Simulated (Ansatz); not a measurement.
## Mg₃Zn₂O₅ (I4/mmm) at 3 levels of theory

One geometry, relaxed with PBE; plane waves with PAW potentials in Ansatz, scalar-relativistic. No spin polarisation. Gaps are the least over mesh and band path; pressure is positive in compression.

```cif
data_structure
_symmetry_space_group_name_H-M 'I4/mmm'
_symmetry_Int_Tables_number 139
_cell_length_a 3.0307
_cell_length_b 3.0307
_cell_length_c 21.4412
_cell_angle_alpha 90.000
_cell_angle_beta 90.000
_cell_angle_gamma 90.000
_cell_volume 196.94
loop_
_atom_site_label
_atom_site_type_symbol
_atom_site_symmetry_multiplicity
_atom_site_Wyckoff_symbol
_atom_site_fract_x
_atom_site_fract_y
_atom_site_fract_z
_atom_site_occupancy
Mg1 Mg 4 e 0.50000 0.50000 0.09956 1
Mg2 Mg 2 a 0.00000 0.00000 0.00000 1
Zn1 Zn 4 e 0.50000 0.50000 0.30031 1
O1 O 2 b 0.50000 0.50000 0.00000 1
O2 O 4 e 0.50000 0.50000 0.40157 1
O3 O 4 e 0.00000 0.00000 0.30115 1
```

```
 level  cutoff (eV)    k mesh  gap (eV)  pressure (GPa)
   PBE          420  12×12×12      2.05             0.0
r2SCAN          500  12×12×12      2.69            -6.3
PBEsol          420  12×12×12      1.97            -5.6
```

It was reached by relaxing an invented guess, and it needn't be the stable form of this composition.
